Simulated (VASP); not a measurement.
Output of a VASP run:

OSZICAR:
```
       N       E                     dE             d eps       ncg     rms          rms(c)
DAV:   1     0.876870813139E+02    0.87687E+02   -0.60583E+03   480   0.937E+02
DAV:   2    -0.102098960592E+01   -0.88708E+02   -0.83808E+02   772   0.174E+02
DAV:   3    -0.687899797814E+01   -0.58580E+01   -0.58401E+01   616   0.507E+01
DAV:   4    -0.693923834574E+01   -0.60240E-01   -0.60229E-01   548   0.636E+00
DAV:   5    -0.694011289158E+01   -0.87455E-03   -0.87449E-03   612   0.744E-01    0.231E+00
DAV:   6    -0.656910247713E+01    0.37101E+00   -0.63273E-01   540   0.461E+00    0.177E+00
DAV:   7    -0.652446819747E+01    0.44634E-01   -0.20508E-01   640   0.255E+00    0.105E+00
DAV:   8    -0.652528692405E+01   -0.81873E-03   -0.15850E-02   564   0.931E-01    0.136E-01
DAV:   9    -0.652567881170E+01   -0.39189E-03   -0.31695E-03   608   0.367E-01    0.115E-01
DAV:  10    -0.652582064387E+01   -0.14183E-03   -0.26920E-04   576   0.138E-01    0.190E-02
DAV:  11    -0.652583694285E+01   -0.16299E-04   -0.30152E-05   600   0.411E-02    0.574E-03
DAV:  12    -0.652583660067E+01    0.34217E-06   -0.84814E-06   580   0.185E-02
   1 F= -.65258366E+01 E0= -.65258366E+01  d E =-.327015E-19
```

File OUTCAR:
```
------------------------ aborting loop because EDIFF is reached ----------------------------------------
  FORCE on cell =-STRESS in cart. coord.  units (eV):
  Direction    XX          YY          ZZ          XY          YZ          ZX
  --------------------------------------------------------------------------------------
  Total        0.4633650      0.4633650      0.4633650      0.0000000      0.0000000     -0.0000000
  in kB       10.6155426     10.6155426     10.6155426      0.0000000      0.0000000     -0.0000000
  external PRESSURE =      10.6155426 kB  Pullay stress =       0.0000000 kB
  volume of cell :       69.93
      direct lattice vectors                 reciprocal lattice vectors
     4.120000000  0.000000000  0.000000000     0.242718447  0.000000000  0.000000000
     0.000000000  4.120000000  0.000000000     0.000000000  0.242718447  0.000000000
     0.000000000  0.000000000  4.120000000     0.000000000  0.000000000  0.242718447
 POSITION                                       TOTAL-FORCE (eV/Angst)
 -----------------------------------------------------------------------------------
      0.00000      0.00000      0.00000         0.000000      0.000000      0.000000
      2.06000      2.06000      2.06000         0.000000      0.000000      0.000000
 -----------------------------------------------------------------------------------
    total drift:                                0.000000      0.000000      0.000000
  FREE ENERGIE OF THE ION-ELECTRON SYSTEM (eV)
  ---------------------------------------------------
  free  energy   TOTEN  =        -6.5258366007 eV

  energy  without entropy=       -6.5258366007  energy(sigma->0) =       -6.52583660
```
(Selected blocks of OUTCAR.)

**POSCAR**
```
CsCl
1
    4.1200000000     0.0000000000     0.0000000000
    0.0000000000     4.1200000000     0.0000000000
    0.0000000000     0.0000000000     4.1200000000
Cs Cl
1 1
Direct
  0.0000000000   0.0000000000   0.0000000000
  0.5000000000   0.5000000000   0.5000000000
```

**Question.** Reconstruct the remaining input files.

**Answer.** One answer among several that fit: the input of the run itself, PBE GGA, plane waves, VASP's PBE PAW potentials (set 64).

**INCAR**
```
ALGO = Normal
EDIFF = 1E-6
ENCUT = 400
GGA = PE
ISIF = 2
ISMEAR = 0
LASPH = .TRUE.
LCHARG = .FALSE.
LMAXMIX = 4
LREAL = .FALSE.
LWAVE = .FALSE.
NELM = 100
PREC = Accurate
SIGMA = 0.05
SYSTEM = CsCl
```

File KPOINTS:
```
Automatic mesh
0
Gamma
6 6 6
0 0 0
```

POTCAR, in this order: Cs_sv Cl (PBE.64 set). Program: vasp_std.

The compound is CsCl in the CsCl type structure. The cell was not relaxed at this level.
